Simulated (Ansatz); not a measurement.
## Phonon dispersion of SiO₂

Method: Ansatz 0.2.0, DFT PBE, scalar-relativistic, plane waves, PAW. Settings: 420 eV plane-wave cutoff, Γ-centred 4×8×4 mesh, fixed occupations. No spin polarisation. Phonons by linear response, acoustic sum rule imposed.

The cell, relaxed at this level:
```yaml
crystal:
  lattice:
    - [5.28895, 0.00000, 0.00000]
    - [0.00000, 2.81328, 0.00000]
    - [0.00000, 0.00000, 6.38365]
  atoms:
    - { symbol: Si, position: [0.75000, 0.00000, 0.85353] }
    - { symbol: Si, position: [0.25000, 0.00000, 0.14647] }
    - { symbol: O, position: [0.75000, 0.50000, 0.71766] }
    - { symbol: O, position: [0.25000, 0.50000, 0.28234] }
    - { symbol: O, position: [0.00000, 0.00000, 0.00000] }
    - { symbol: O, position: [0.50000, 0.00000, 0.00000] }
```

The cell was found from a structure generator's guess, not taken from experiment. The q mesh is coarse, so values between its points are rough. No dispersion correction is applied, so modes and constants that involve weak contacts between layers, chains or molecules come out too soft.

Force constants from linear response on a 1×4×1 q mesh.

Path: Γ–X–S–Y–Γ–Z–U–R–T–Z | X–U | Y–T | S–R. Only the points of the 1×4×1 mesh were computed; the rest is interpolation, which is rough on so few points. At q = (0.000, -0.500, 0.000) a computed mode is imaginary, 117i cm⁻¹, so the cell is unstable at this level. Distance along the path (Å⁻¹), then the branches (cm⁻¹, negative for imaginary; the LO field is included):
```
0.000  -51 0 0 0 210 227 314 332 389 398 518 707 762 838 894 894 1196 1237
0.148  -36 -17 32 69 196 239 312 333 381 392 529 695 774 836 894 894 1198 1237
0.297  -29 -29 64 145 174 256 307 334 360 380 555 673 792 830 894 894 1202 1235
0.446  -33 -27 94 150 212 272 298 315 349 367 588 649 806 823 894 894 1210 1229
0.594  -31 -31 123 123 269 269 286 286 356 356 620 620 815 815 894 894 1220 1220
0.873  52 52 200 200 268 268 326 326 369 369 609 609 793 793 915 915 1200 1200
1.152  145 145 254 254 267 267 378 378 437 437 598 598 759 759 940 940 1158 1158
1.431  211 211 258 258 292 292 392 392 484 484 593 593 785 785 936 936 1117 1117
1.711  230 230 255 255 327 327 376 376 498 498 582 582 839 839 907 907 1099 1099
1.859  185 238 243 265 327 339 358 394 486 509 548 624 837 843 896 920 1088 1106
2.008  106 224 233 273 323 344 357 412 474 518 528 661 836 846 887 931 1076 1109
2.156  -83 209 225 277 314 334 370 426 464 522 524 687 836 850 881 940 1065 1109
2.305  -116 203 223 278 310 331 374 432 458 522 526 696 836 851 879 943 1061 1109
2.584  -108 180 226 250 271 373 376 418 457 483 545 706 768 805 913 988 1062 1124
2.863  -86 120 169 232 243 376 383 412 413 440 498 704 728 789 921 1039 1065 1157
3.142  -58 49 81 160 232 292 346 386 401 426 433 699 752 820 906 1067 1068 1185
3.421  -51 0 0 0 210 227 332 389 390 398 440 707 762 838 894 1069 1076 1196
3.483  -50 9 10 14 209 227 314 330 394 398 441 754 762 838 893 895 1069 1247
3.606  -42 26 29 45 208 227 315 319 394 396 448 754 760 839 892 896 1069 1247
3.729  -35 39 44 74 205 227 304 315 391 396 458 755 757 840 891 897 1070 1246
3.852  -32 47 52 92 203 227 294 315 390 395 464 755 755 841 890 898 1070 1245
3.988  23 50 50 93 199 231 294 315 389 393 469 729 781 840 890 898 1076 1243
4.136  20 65 81 111 180 246 306 311 374 386 495 683 826 838 891 897 1119 1226
4.285  -41 58 87 158 181 264 303 321 346 379 534 646 839 847 892 896 1163 1210
4.433  -44 -3 111 135 243 279 293 294 350 366 575 612 843 849 893 895 1189 1201
4.647  -26 -26 152 152 269 269 297 297 360 360 594 594 838 838 900 900 1193 1193
4.926  100 100 239 239 267 267 352 352 398 398 593 593 790 790 928 928 1168 1168
5.205  184 184 262 262 274 274 383 383 468 468 603 603 764 764 942 942 1132 1132
5.485  225 225 258 258 311 311 379 379 495 495 592 592 819 819 919 919 1103 1103
5.699  212 237 252 261 319 330 364 383 493 505 567 608 838 839 904 909 1093 1103
5.847  150 234 244 269 318 345 352 402 480 517 534 646 839 841 901 916 1081 1108
5.995  33 224 238 276 316 330 370 419 467 514 525 677 839 843 899 921 1069 1111
6.144  -108 216 234 281 312 321 380 433 455 506 530 694 840 844 899 924 1062 1111
6.358  -114 210 232 279 281 347 380 431 454 492 539 698 818 826 912 940 1061 1116
6.637  -98 174 211 226 262 377 400 402 445 445 534 714 742 776 937 982 1063 1150
6.916  -69 116 146 214 221 348 349 394 400 441 456 719 736 788 930 979 1067 1197
7.195  -38 62 99 101 225 229 301 341 390 394 462 747 752 828 899 919 1069 1238
7.335  -31 -31 123 123 269 269 286 286 356 356 620 620 815 815 894 894 1220 1220
7.458  -32 -32 123 123 269 269 286 286 356 356 616 616 820 820 894 894 1217 1217
7.581  -33 -33 123 123 270 270 286 286 357 357 606 606 831 831 894 894 1208 1208
7.704  -34 -34 123 123 270 270 286 286 358 358 598 598 842 842 894 894 1200 1200
7.827  -35 -35 123 123 270 270 286 286 359 359 594 594 846 846 894 894 1196 1196
7.888  -116 203 223 278 310 331 374 432 458 521 526 696 836 851 880 942 1061 1109
8.012  -116 207 226 279 310 328 376 433 456 517 528 696 837 849 884 938 1061 1110
8.135  -116 212 230 280 310 323 379 435 454 511 529 696 838 847 891 932 1061 1111
8.258  -116 215 233 281 311 320 381 435 453 506 530 696 840 845 898 926 1061 1111
8.319  230 230 255 255 327 327 376 376 498 498 582 582 839 839 907 907 1099 1099
8.442  230 230 255 255 327 327 376 376 498 498 583 583 839 839 907 907 1099 1099
8.565  229 229 256 256 325 325 374 374 498 498 585 585 839 839 907 907 1099 1099
8.688  229 229 256 256 324 324 374 374 499 499 586 586 839 839 907 907 1099 1099
8.811  229 229 257 257 323 323 373 373 499 499 587 587 839 839 907 907 1098 1098
```
